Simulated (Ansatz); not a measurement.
Results of PBEsol-D3(BJ) (PAW; Ansatz, an electronic-structure program) for chalcopyrite CuInS₂.

Numerical settings: plane-wave cutoff 520 eV, 10×10×10 k mesh, Fermi–Dirac smearing 0.01 eV, no spin polarisation, scalar-relativistic PAW data made under PBE.

A third-order Birch–Murnaghan fit to the energies gives V0 = 20.144 Å³/atom, B0 = 82.9 GPa, B′ = 4.9.

| V (Å³/atom) | P (GPa) |
|---|---|
| 19.339 | 3.73 |
| 19.742 | … |
| 20.145 | 0.00 |
| 20.548 | … |
| 20.951 | … |

Estimate the withheld pressures from this fit; the answers are the runs' own values.


- 19.742, P (GPa): 1.75
- 20.548, P (GPa): -1.57
- 20.951, P (GPa): -2.96

The formula P = (3/2) B0 (x^(7/3) − x^(5/3)) [1 + (3/4)(B′ − 4)(x^(2/3) − 1)] with x = V0/V meets the computed pressures within 0.01 GPa when these rounded values are put in.

Shape and atoms are relaxed at each volume.

Spin–orbit coupling is not included.

Static lattice: no zero-point or thermal effects.
